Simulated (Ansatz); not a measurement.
A crystal relaxed with r2SCAN in Ansatz has space group I-4 (No. 82) and a = 5.699 Å, c = 11.384 Å.

```tsv
atom	site	x	y	z
Cu	2a	0.0000	0.0000	0.0000
Cu	2c	0.0000	0.5000	0.2500
Zn	2d	0.5000	0.0000	0.2500
Xx	2b	0.5000	0.5000	0.0000
Se	8g	0.2591	0.7333	0.3701
```

r2SCAN gives a direct gap of 0.08 eV at Γ. (With 0.02 eV of smearing so small a gap leaves both edges partly filled, and it could close between the points sampled.) With HSE06 the gap is 0.78 eV and direct, at Γ. With PBE the valence top lies at N–Γ (0.90 of the way from N) and the conduction bottom at Γ, 0.02 eV higher; the smallest vertical gap, at Γ, is 0.04 eV. (With 0.02 eV of smearing so small a gap leaves both edges partly filled, and it could close between the points sampled.) Meshes: r2SCAN 6×6×6, HSE06 4×4×4, PBE 6×6×6.

Q: Which element is Xx?
A. Ti
B. Sn
C. Si
D. C

A: B. Xx is Sn: Cu2ZnSnSe4 built on the kesterite prototype. Around Cu lie 4 Se at 2.42 Å; around Cu lie 4 Se at 2.41 Å; around Zn lie 4 Se at 2.46 Å; around Sn lie 4 Se at 2.58 Å; around Se lie 2 Cu at 2.41–2.42 Å and 1 Zn at 2.46 Å and 1 Sn at 2.58 Å.

Spin-unpolarised throughout. Whether this structure exists isn't addressed.

No spin-orbit coupling is included; it can move band edges with weight on the heavy atoms by tenths of an eV.

Where an edge lies off the special points, it is a point of the mesh or the k point where a search put PBE's edge or least direct gap, reused for the other functionals, whose own edges may lie a little apart; PBE's own value is read along its path and can be a few hundredths of an eV high.
